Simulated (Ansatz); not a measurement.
# Ta2N: the cost of one run

Program: Ansatz 0.2.0. Level of theory: DFT PBEsol, scalar-relativistic, plane waves, PAW. These are calculated values, not measurements.

3 further runs of the same task are left out: 1 that didn't finish, 2 set aside as unsound or not needed. Runs told in other sessions of the task aren't counted.

## (1) The system as given

The structure is trigonal, space group P-3m1 (No. 164). Conventional cell: a = 3.079 Å, b = 3.079 Å, c = 4.823 Å, α = 90.00°, β = 90.00°, γ = 120.00°. Ta (site symmetry 3m) is surrounded by 3 N at 2.16 Å. N (site symmetry -3m) has 6 Ta at 2.16 Å in its first shell of neighbours.

Structure file:

```
CELL_PARAMETERS angstrom
3.07862 0.00000 0.00000
-1.53931 2.66616 0.00000
0.00000 0.00000 4.82326
ATOMIC_POSITIONS crystal
Ta 0.66667 0.33333 0.74626
Ta 0.33333 0.66667 0.25374
N 0.00000 0.00000 0.00000
```

It goes back to an entry of the Materials Project, which need not be the stable form.

This cell was relaxed beforehand with the same method: volume 13.20 Å³/atom, gap on the mesh none (metal).

## (2) Zero of energy

Reference values: F = -19994.2959 eV; pressure 0.01 GPa; largest force 0.003 eV/Å; gap on the mesh none (metal). It was computed beforehand with the settings of the runs below.

## (3) The scan: a sublattice displacement scan

Every Ta atom is moved by x along the Cartesian unit vector (0.000, -0.599, -0.801); the cell and all other atoms stay fixed. Forces below are components along that vector, summed over the moved atoms.

## (4) x = -0.100 Å

Input file input.yaml:

```yaml
crystal:
  lattice:
    - [3.078615386, 0.0, 0.0]
    - [-1.539307693, 2.6661591328, 0.0]
    - [0.0, 0.0, 4.8232571822]
  atoms:
    - { symbol: Ta, position: [0.6779018482, 0.3558036964, 0.7628557962] }
    - { symbol: Ta, position: [0.3445685148, 0.6891370297, 0.2703448998] }
    - { symbol: "N", position: [0.0, 0.0, 0.0] }
basis:
  ecutwfc: 420
kpoints:
  mp_grid: { grid: [18, 18, 10] }
hamiltonian:
  xc: pbesol
scf:
  occupations: { method: gaussian, width: 0.15 }
output:
  forces: true
  stress: true
  eigenvalues: true
```

Started as:

```bash
> ansatz run input.yaml --threads 1 --pin off --max-ram 2560MiB --backend cpu --events-out ev --progress --plain --runs-dir out
```

**Question.** How long does this run take on 1 thread of Intel Xeon Platinum 8259CL at 2.50GHz (Skylake/Cascade Lake), shared host, and how much memory does it need?

About 69 s, with a peak of 0.94 GiB.
